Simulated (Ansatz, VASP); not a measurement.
**Cross-check of AlIn between VASP and Ansatz**

Aim: how closely do two programs agree when they are given the same cell, functional and k mesh? The cell is generated by rule, not measured, and may not be a known phase. The cell is taken from a series of runs on this material, whose earlier steps may have relaxed, scaled, displaced or heated it; both programs get it as it stands.

Program: Ansatz 0.2.0. Level of theory: plane waves, with VASP 6.6.1 beside it; PBEsol. Results are calculated unless marked as measured.

The structure was built from a prototype and need not be the compound's stable phase.

### 1. Set-up

Symmetry: P4/nmm, No. 129, tetragonal system. The conventional cell has a = 4.033 Å, b = 4.033 Å, c = 5.704 Å, α = 90.00°, β = 90.00°, γ = 90.00°. Nearest to Al lie 6 In at 2.77 to 3.06 Å. Nearest to In lie 6 Al at 2.77 to 3.06 Å. Farther neighbours are not listed.

As a file:

```cif
data_structure
_symmetry_space_group_name_H-M 'P4/nmm:1'
_symmetry_Int_Tables_number 129
_cell_length_a 4.0331
_cell_length_b 4.0331
_cell_length_c 5.7036
_cell_angle_alpha 90.000
_cell_angle_beta 90.000
_cell_angle_gamma 90.000
_cell_volume 92.77
loop_
_atom_site_label
_atom_site_type_symbol
_atom_site_symmetry_multiplicity
_atom_site_Wyckoff_symbol
_atom_site_fract_x
_atom_site_fract_y
_atom_site_fract_z
_atom_site_occupancy
Al1 Al 2 c 0.00000 0.50000 0.85520 1
In1 In 2 c 0.00000 0.50000 0.34004 1
```

### 2. VASP: single point, PBEsol, pair 1

With cell and atoms fixed, the geometry can't cause a difference; cores, projectors, grids and the points listed under the comparison can.

Lines of VASP's logs that name or quote its potential files are left out, and so is its time.

INCAR reads:

```
SYSTEM = AlIn
PREC = Accurate
ENCUT = 500
EDIFF = 1E-06
NELM = 120
ISMEAR = 1
SIGMA = 0.2
LREAL = .FALSE.
ALGO = Normal
GGA = PS
NBANDS = 22
LORBIT = 11
LWAVE = .FALSE.
LCHARG = .FALSE.
ISIF = 2
LASPH = .TRUE.
GGA_COMPAT = .FALSE.
KPAR = 2
```

POSCAR reads:

```
AlIn
1.0
    0.0000000000     -2.8518048579     -2.8518048579
    0.0000000000      2.8518048579     -2.8518048579
    5.7036097157      0.0000000000      0.0000000000
Al In
2 2
Direct
    0.5000000000      0.5000000000      0.1051965387
    0.0000000000      0.0000000000      0.3948034613
    0.5000000000      0.5000000000      0.5900436214
    0.0000000000      0.0000000000      0.9099563786
```

KPOINTS reads:

```
Automatic mesh
0
Gamma
10 10 8
0 0 0
```

Potentials, in the order of the species: Al and In_d (PBE family, release 64).

On the command line:

```console
$ mpirun -np 2 vasp_std
```

Numbers of over 12 decimals in the logs are rounded to 6 here.

What it wrote:

```text
[banner, memory and clock lines left out]
running    2 mpi-ranks, on    1 nodes
 distrk:  each k-point on    1 cores,    2 groups
 distr:  one band on    1 cores,    1 groups

 POSCAR found type information on POSCAR AlIn
 POSCAR found :  2 types and       4 ions
|                                                                             |
|               ----> ADVICE to this user running VASP <----                  |
|                                                                             |
|     You enforced a specific xc type in the INCAR file but a different       |
|     [... a line on the potential file left out ...]
|     I HOPE YOU KNOW WHAT YOU ARE DOING!                                     |
|                                                                             |

 LDA part: xc-table for (Slater+PW92), standard interpolation
 POSCAR, INCAR and KPOINTS ok, starting setup
 FFT: planning ... GRIDC
 FFT: planning ... GRID_SOFT
 FFT: planning ... GRID
 WAVECAR not read
 entering main loop
       N       E                     dE             d eps       ncg     rms          rms(c)
DAV:   1     0.223641715360E+03    0.22364E+03   -0.13458E+04  4620   0.160E+03
DAV:   2     0.272285263417E+01   -0.22092E+03   -0.21469E+03  4692   0.369E+02
DAV:   3    -0.128928696338E+02   -0.15616E+02   -0.15255E+02  5662   0.113E+02
DAV:   4    -0.133598428474E+02   -0.46697E+00   -0.46625E+00  5508   0.212E+01
DAV:   5    -0.133900982680E+02   -0.30255E-01   -0.30253E-01  7164   0.459E+00    0.463E+00
DAV:   6    -0.132506846174E+02    0.13941E+00   -0.25536E-01  6280   0.805E+00    0.236E+00
DAV:   7    -0.132188602126E+02    0.31824E-01   -0.75663E-02  6288   0.356E+00    0.510E-01
DAV:   8    -0.132160757451E+02    0.27845E-02   -0.53483E-03  6480   0.907E-01    0.292E-01
DAV:   9    -0.132154033771E+02    0.67237E-03   -0.76649E-04  6240   0.206E-01    0.649E-02
DAV:  10    -0.132154046926E+02   -0.13156E-05   -0.57565E-05  6728   0.900E-02    0.294E-02
DAV:  11    -0.132154048548E+02   -0.16215E-06   -0.26588E-06  4300   0.172E-02
   1 F= -.13215405E+02 E0= -.13214791E+02  d E =-.184294E-02
```

From OUTCAR (step 2):

```text
ion  position               nearest neighbor table
   1  0.500  0.500  0.105-   3 2.77   3 2.94   4 3.06   4 3.06   4 3.06   4 3.06   2 3.30   2 3.30
                             2 3.30   2 3.30
   2  0.000  0.000  0.395-   4 2.77   4 2.94   3 3.06   3 3.06   3 3.06   3 3.06   1 3.30   1 3.30
                             1 3.30   1 3.30
   3  0.500  0.500  0.590-   1 2.77   1 2.94   2 3.06   2 3.06   2 3.06   2 3.06   4 3.39   4 3.39
                             4 3.39   4 3.39
   4  0.000  0.000  0.910-   2 2.77   2 2.94   1 3.06   1 3.06   1 3.06   1 3.06   3 3.39   3 3.39
                             3 3.39   3 3.39

  LATTYP: Found a simple tetragonal cell.
 ALAT       =     4.0330611073
 C/A-ratio  =     1.4142135623

 Subroutine GETGRP returns: Found 16 space group operations
 (whereof  8 operations were pure point group operations)

The static configuration has the point symmetry C_4v.
 The point group associated with its full space group is D_4h.

 Found    105 irreducible k-points:

   k-points           NKPTS =    105   k-points in BZ     NKDIM =    105   number of bands    NBANDS=     22

   dimension x,y,z NGX =    30 NGY =   30 NGZ =   42
   dimension x,y,z NGXF=    60 NGYF=   60 NGZF=   84

   ENCUT  =  500.0 eV  36.75 Ry    6.06 a.u.   7.35  7.35 10.40*2*pi/ulx,y,z

   NELECT =      32.0000    total number of electrons

 k-points in reciprocal lattice and weights: Automatic mesh
   0.00000000  0.00000000  0.00000000       0.001
   0.10000000  0.00000000  0.00000000       0.005
   0.20000000  0.00000000  0.00000000       0.005
   0.30000000  0.00000000  0.00000000       0.005
   0.40000000  0.00000000  0.00000000       0.005
   0.50000000  0.00000000  0.00000000       0.003
   0.10000000  0.10000000  0.00000000       0.005
   0.20000000  0.10000000  0.00000000       0.010
   0.30000000  0.10000000  0.00000000       0.010
[...]
0.50000000  0.40000000  0.50000000       0.005
   0.50000000  0.50000000  0.50000000       0.001

 average (electrostatic) potential at core
       1 -73.9071       2 -73.9071       3 -94.2867       4 -94.2867

 E-fermi :   6.7088

 k-point     1 :       0.0000    0.0000    0.0000
  band No.  band energies     occupation
    ...
     12       1.5576      2.00000
     13       2.1609      2.00000
     14       5.7794      2.00000
     15       5.9533      2.00000
     16       5.9533      2.00000
     17       9.5830     -0.00000
     18       9.6204     -0.00000
     19      10.1557     -0.00000
     20      10.1557     -0.00000
     21      10.3793     -0.00000
    ...

 k-point     2 :       0.1000    0.0000    0.0000
  band No.  band energies     occupation
    ...
     11      -2.8988      2.00000
     12       1.6411      2.00000
     13       2.2568      2.00000
     14       4.4748      2.00000
     15       6.0582      2.00004
     16       6.9650     -0.07002
     17       8.9044     -0.00000
     18       9.0160     -0.00000
     19      10.1173     -0.00000
     20      10.2465     -0.00000
    ...

 k-point     3 :       0.2000    0.0000    0.0000
  band No.  band energies     occupation
    ...
     11      -2.6131      2.00000
     12       1.8574      2.00000
     13       2.5421      2.00000
     14       3.1027      2.00000
     15       6.3702      2.03769
     16       7.4996     -0.00000
     17       7.6241     -0.00000
     18       7.8991     -0.00000
     19      10.5128     -0.00000
     20      11.5467      0.00000
    ...

  Total        0.4932634     -2.3628809     -2.3628809      0.0000000      0.0000000      0.0000000
  in kB        8.5186369    -40.8068445    -40.8068445      0.0000000      0.0000000      0.0000000
  external PRESSURE =     -24.3650173 kB  Pullay stress =       0.0000000 kB

  energy-cutoff  :      500.00
  volume of cell :       92.77
      direct lattice vectors                 reciprocal lattice vectors
     0.000000000 -2.851804858 -2.851804858     0.000000000 -0.175327564 -0.175327564
     0.000000000  2.851804858 -2.851804858     0.000000000  0.175327564 -0.175327564
     5.703609716  0.000000000  0.000000000     0.175327564  0.000000000  0.000000000

 POSITION                                       TOTAL-FORCE (eV/Angst)
 -----------------------------------------------------------------------------------
      0.60000      0.00000     -2.85180        -0.036746      0.000000      0.000000
      2.25180      0.00000      0.00000         0.036746     -0.000000     -0.000000
      3.36538      0.00000     -2.85180         0.233554      0.000000     -0.000000
      5.19004      0.00000      0.00000        -0.233554      0.000000     -0.000000
 -----------------------------------------------------------------------------------
    total drift:                                0.000000     -0.000000      0.000000

  FREE ENERGIE OF THE ION-ELECTRON SYSTEM (eV)
  ---------------------------------------------------
  free  energy   TOTEN  =       -13.2154048548 eV

  energy  without entropy=      -13.2135619119  energy(sigma->0) =      -13.21479054

 total charge
# of ion       s       p       d       tot
------------------------------------------
    1        0.476   0.264   0.000   0.739
    2        0.476   0.264   0.000   0.739
    3        0.954   0.611   9.854  11.419
    4        0.954   0.611   9.854  11.419
--------------------------------------------------
tot          2.860   1.749  19.708  24.316

[... 3 further parts left out ...]
```

The run ends at a pressure of -2.44 GPa, with forces up to 0.23 eV/Å.

### 3. Ansatz: single point, PBEsol, pair 1

Ansatz runs on its default PAW (the set named soft_2) files.

The same cell, functional, mesh and smearing now go to Ansatz, which takes its cutoff from its data sets.

input.yaml reads:

```yaml
crystal:
  lattice:
    - [0.0, -2.8518048579, -2.8518048579]
    - [0.0, 2.8518048579, -2.8518048579]
    - [5.7036097157, 0.0, 0.0]
  atoms:
    - { symbol: Al, position: [0.5, 0.5, 0.1051965387] }
    - { symbol: Al, position: [0.0, 0.0, 0.3948034613] }
    - { symbol: In, position: [0.5, 0.5, 0.5900436214] }
    - { symbol: In, position: [0.0, 0.0, -0.0900436214] }
kpoints:
  mp_grid: { grid: [10, 10, 8] }
hamiltonian:
  xc: pbesol
scf:
  occupations: { method: methfessel_paxton, width: 0.2 }
output:
  forces: true
  stress: true
  eigenvalues: true
```

On the command line:

```console
$ ansatz run input.yaml --threads 4 --pin off --max-ram 7168MiB --backend cpu --events-out ev --progress --plain --runs-dir out
```

What it wrote:

```text
Engine: ansatz 0.2.0, x86_64-unknown-linux-gnu
Pseudopotentials: kind: paw
Pseudopotential: Al, paw, valence charge 3, recommended cutoff 420 eV (normal), Al.paw.azcp
Pseudopotential: In, paw, valence charge 13, recommended cutoff 420 eV (normal), In.paw.azcp
Functional definition: PBEsol
  exchange = pbesol_x
  correlation = pbesol_c
Crystal: 4 atoms, lattice volume = 92.773 Å³
Basis set: ecut = 420 eV, 1827 PW (Γ), exchange–correlation on 54×54×80 points (8 copies of the dense FFT grid, shifted against one another)
Bands: 20, of which v1, the nominal top of the filled ones, is band 16 counted from 1 (15 counted from 0)
Symmetry: 16 space group operations
Space group: P4/nmm (ITA 129), of the structure as read, at distance tolerance 4.5e-5 Å
k-points: 105 of 800
Non-local potential: Al, projectors of the file, l = 0: 2, l = 1: 2, l = 2: 1
Non-local potential: In, projectors of the file, l = 0: 2, l = 1: 2, l = 2: 2, l = 3: 2
PAW form: soft (Blöchl's): semilocal exchange-correlation on the pseudo side does not see the compensation charge
PAW frozen core: Al, regenerated for the run's functional, and the local potential with it (the file was generated under x = pbe(κ = 0.804, μ = 0.219515), c = pbe(β = 0.066725))
PAW frozen core: In, regenerated for the run's functional, and the local potential with it (the file was generated under x = pbe(κ = 0.804, μ = 0.219515), c = pbe(β = 0.066725))
PAW one-centre angular grid: Al, 110 points (default); XC on 64 Gauss nodes
PAW one-centre angular grid: In, 590 points (default); XC on 64 Gauss nodes
Initial density: superposition of atomic densities (neutral atoms: chi_scale 0, normalization atom), corrected by the library's trained network
Initial wavefunctions: pseudopotential atomic-orbital guess
Functional: x = pbesol(κ = 0.804, μ = 0.123457), c = pbesol(β = 0.046)
SCF iter   1: F=—  HF=-12098.978331 eV  |F-HF|=—  |Δ(HF+E_count)|=         —  Δρ=2.89e-3  dr2=1.28e-2  ethr=1.77e-3  ⟨swp⟩=7.2  Hψ=23643  notcnv=0
automatic band count: the SCF goes on with 24 bands, as 20 were too few: the levels above may hold too much charge
preconditioner: auto → Kerker (q_TF=auto, 2.285 Å⁻¹)  [metal: Δε(μ)=0.021 eV  Ē_g=14.271 eV  σ=0.200 eV  W_gap=0.09  n_scr=20 (ndim 8)  ℏωp=21.8 eV  f_vac=0.000  D(μ)=2.14/eV (n_scr^D=14)]
SCF iter   2: F=—  HF=-12098.972620 eV  |F-HF|=—  |Δ(HF+E_count)|=   5.71e-3  S|Δr|=    0.00e0  Δρ=1.85e-3  dr2=5.67e-3  ethr=4.00e-5  ⟨swp⟩=1.0  Hψ=3360  notcnv=0
SCF iter   3: F=—  HF=-12098.970963 eV  |F-HF|=—  |Δ(HF+E_count)|=   1.66e-3  S|Δr|=    0.00e0  Δρ=9.94e-4  dr2=6.37e-4  ethr=1.77e-5  ⟨swp⟩=2.0  Hψ=3954  notcnv=0
SCF iter   4: F=—  HF=-12098.970717 eV  |F-HF|=—  |Δ(HF+E_count)|=   2.46e-4  S|Δr|=    0.00e0  Δρ=1.27e-4  dr2=3.98e-5  ethr=1.99e-6  ⟨swp⟩=2.0  Hψ=3451  notcnv=0
SCF iter   5: F=—  HF=-12098.970708 eV  |F-HF|=—  |Δ(HF+E_count)|=   9.20e-6  S|Δr|=    0.00e0  Δρ=4.08e-5  dr2=3.72e-6  ethr=1.24e-7  ⟨swp⟩=2.0  Hψ=2631  notcnv=0
SCF iter   6: F=—  HF=-12098.970707 eV  |F-HF|=—  |Δ(HF+E_count)|=   5.29e-7  S|Δr|=    0.00e0  Δρ=2.15e-5  dr2=3.91e-7  ethr=1.16e-8  ⟨swp⟩=2.0  Hψ=2703  notcnv=0
SCF iter   7: F=-12098.970707 eV  HF=-12098.970707 eV  |F-HF|=1.11e-8  |Δ(HF+E_count)|=   1.17e-7  S|Δr|=    0.00e0  Δρ=3.62e-6  dr2=1.44e-8  ethr=3.13e-10  ⟨swp⟩=8.5  Hψ=11797  notcnv=0
SCF 1 converged in 7 iterations: F = -12098.970707 eV  dr2 = 1.44e-8
  greatest PAW one-centre occupation: 0.981 electrons in one spin orbital (limit 2), on the In atom at site 3 (counted from 0), in its partial waves of l = 2
SCF converged after 7 iterations
Stability not checked: this state was not tested for a lower state beside it, because cold or Methfessel-Paxton smearing, or corrected tetrahedra, fill the levels in a way that the test cannot read (fill_not_monotonic; see scf.lower_state_search)
Free energy (F): -12098.970707 eV
Harris-Foulkes:  -12098.970707 eV  (|F-HF|=1.11e-8)
Internal energy: -12098.968896 eV  (E = F + TS)
E sigma→0 (E₀):  -12098.970254 eV
Entropy (-TS):   -0.001812 eV (-0.453 meV/atom)
Fermi energy:    8.219623 eV
--- Per-component energies (eV) ---
  E_band       = -72.085621
  E_kinetic    = 525.062331
  E_local      = -2663.728104  (includes V_loc(G=0)·N_el)
  E_nonlocal   = 756.039692
  E_hartree    = 1086.457395
  E_xc         = -504.432351
  E_vxc        = -256.106367  (∫ρ·V_xc dr)
  E_paw        = -9073.101949  (= ΣΔE_a)
  E_vpaw       = -606.273901  (= ΣTr[D̂ρ^β])
  E_aug_tail   = 0.000045  (compensation charges beyond the density's cutoff)
  E_ewald      = -2225.776039
  E_core_change = 0.510083  (= ΣΔE_core)
  E_smearing   = -0.001812  (= −TS)
  E_closure    = 0.000000  (closes the sum)
  Σ components = -12098.970707   (vs F -12098.970707, Δ=0.00e0)
--- Forces (eV/Å), atoms counted from 1 ---
  atom   1  Al    -0.03774644    -0.00000000     0.00000000
  atom   2  Al     0.03774644     0.00000000     0.00000000
  atom   3  In     0.23458519     0.00000000     0.00000000
  atom   4  In    -0.23458519     0.00000000     0.00000000
  max |Σ_I F_I| component: 2.78e-17 eV/Å
--- Stress (GPa, compression-positive) ---
        0.871447      -0.000000       0.000000
       -0.000000      -4.061827       0.000000
        0.000000       0.000000      -4.061827
  P = ⅓ Tr σ = -2.4174 GPa (-24.174 kbar)
--- Band table (eV; the first three rows and the last of 105) ---
  k-point 0: bands = [... 12 lower, 3.6734, 7.2868, 7.4658, 7.4658, 11.0913, 11.1298, 11.6642, 11.6642, ... 4 higher]
  k-point 1: bands = [... 12 lower, 4.6839, 7.3509, 7.5471, 7.5471, 10.4227, 11.0974, 11.0974, 11.1416, ... 4 higher]
  k-point 2: bands = [... 12 lower, 6.0597, 7.5542, 7.7892, 7.7892, 9.5750, 10.2314, 10.2314, 11.2846, ... 4 higher]
  k-point 104: bands = [... 12 lower, 4.2141, 4.2141, 5.4721, 5.4721, 5.4996, 5.4996, 12.8439, 12.8439, ... 4 higher]
```

The column dr2 measures how far the density is from self-consistency, as an energy; F and HF (Harris–Foulkes) agree once it is small.

The run ends at a pressure of -2.42 GPa, with forces up to 0.23 eV/Å.

### 4. Differences

Known differences besides the potentials themselves: the cutoff is 420 eV in Ansatz and 500 eV in VASP; Ansatz makes its cores anew for this functional, VASP keeps those of its PBE data sets. Total energies have different zeros and are not compared.

Compared:

```
      quantity  Ansatz   VASP  difference
pressure (GPa)   -2.42  -2.44       +0.02
```

Forces (eV/Å; atoms numbered as in POSCAR):

| atom | Ansatz x, y, z | VASP x, y, z |
| --- | --- | --- |
| Al1 | -0.038, 0.000, 0.000 | -0.037, 0.000, 0.000 |
| Al2 | 0.038, 0.000, 0.000 | 0.037, 0.000, 0.000 |
| In3 | 0.235, 0.000, 0.000 | 0.234, 0.000, 0.000 |
| In4 | -0.235, 0.000, 0.000 | -0.234, 0.000, 0.000 |

The forces differ by 0.6 meV/Å r.m.s., which is 0.6 % of the r.m.s. force of 0.097 eV/Å (both taken over all components).

### 5. VASP: single point, PBEsol, pair 2

With cell and atoms fixed, the geometry can't cause a difference; cores, projectors, grids and the points listed under the comparison can. This pair takes another cell of the material, with 8 atoms against 4 for the pair before.

INCAR: that of step 2 with these lines changed.

```diff
@@ -10,3 +10,3 @@
 GGA = PS
-NBANDS = 22
+NBANDS = 40
 LORBIT = 11
```

POSCAR reads:

```
AlIn
1.0
    0.0000000000      0.0000000000     -5.7036097157
    5.7036097157      0.0000000000      0.0000000000
    2.8518048579     -5.7036097157     -2.8518048579
Al In
4 4
Direct
    0.4826434566      0.9826434566      0.0000000000
    0.0173565434      0.5173565434      0.0000000000
    0.2326434566      0.2673565434      0.5000000000
    0.7673565434      0.7326434566      0.5000000000
    0.5149048958      0.4850951042      0.0000000000
    0.9850951042      0.0149048958      0.0000000000
    0.2649048958      0.7649048958      0.5000000000
    0.7350951042      0.2350951042      0.5000000000
```

KPOINTS reads:

```
Automatic mesh
0
Gamma
8 8 8
0 0 0
```

On the command line:

```console
$ mpirun -np 2 vasp_std
```

What it wrote:

```text
[banner, memory and clock lines left out]
running    2 mpi-ranks, on    1 nodes
[...]
[... a notice as in an earlier step ...]

 LDA part: xc-table for (Slater+PW92), standard interpolation
 POSCAR, INCAR and KPOINTS ok, starting setup
[...]
entering main loop
       N       E                     dE             d eps       ncg     rms          rms(c)
DAV:   1     0.553064104831E+03    0.55306E+03   -0.27669E+04  4720   0.178E+03
DAV:   2     0.285084442278E+02   -0.52456E+03   -0.51225E+03  4784   0.453E+02
DAV:   3    -0.241776230998E+02   -0.52686E+02   -0.50849E+02  5640   0.166E+02
DAV:   4    -0.262413219472E+02   -0.20637E+01   -0.20449E+01  5616   0.348E+01
[...]
DAV:  10    -0.260338627633E+02   -0.31776E-05   -0.11221E-04  7032   0.809E-02    0.179E-02
DAV:  11    -0.260338656524E+02   -0.28891E-05   -0.46366E-06  4952   0.133E-02    0.111E-02
DAV:  12    -0.260338653789E+02    0.27354E-06   -0.35036E-07  3168   0.535E-03
   1 F= -.26033865E+02 E0= -.26034306E+02  d E =0.132223E-02
```

From OUTCAR (step 5):

```text
  Total       -0.3138708     -0.3305141     -0.3138708      0.0000000     -0.0000000      0.0000000
  in kB       -2.7102671     -2.8539812     -2.7102671      0.0000000     -0.0000000      0.0000000
  external PRESSURE =      -2.7581718 kB  Pullay stress =       0.0000000 kB

 POSITION                                       TOTAL-FORCE (eV/Angst)
 -----------------------------------------------------------------------------------
      5.60461      0.00000     -2.75281        -0.029157     -0.027575      0.029157
      2.95080      0.00000     -0.09899         0.029157     -0.027575     -0.029157
      2.95080     -2.85180     -2.75281         0.029157      0.027575      0.029157
      5.60461     -2.85180     -5.80260        -0.029157      0.027575     -0.029157
      2.76679      0.00000     -2.93682        -0.101721     -0.019257     -0.101721
      0.08501      0.00000     -5.61860         0.101721     -0.019257      0.101721
      5.78862     -2.85180     -2.93682         0.101721      0.019257     -0.101721
      2.76679     -2.85180     -5.61860        -0.101721      0.019257      0.101721
 -----------------------------------------------------------------------------------
    total drift:                                0.000000     -0.000000     -0.000000

  FREE ENERGIE OF THE ION-ELECTRON SYSTEM (eV)
  ---------------------------------------------------
  free  energy   TOTEN  =       -26.0338653789 eV

  energy  without entropy=      -26.0351876079  energy(sigma->0) =      -26.03430612

[... 3 further parts left out ...]
[key lines of the parts left out:]
E-fermi :   6.5099
```

The run ends at a pressure of -0.28 GPa, with forces up to 0.15 eV/Å.

(Continued in part 2 of 2.)

[Lines on the potential files, build, host, timing and source positions are cut from VASP's logs without a mark.]

[Logs are printed without paths, hosts, clocks, repeated set-up lines and the standing remarks that a program may print on its own settings, such as how far it seeks lower states.]

[Hosts, paths, dates, database ids (printed as entryN), source tags and the programs' standing remarks are cut or masked in the printed files.]
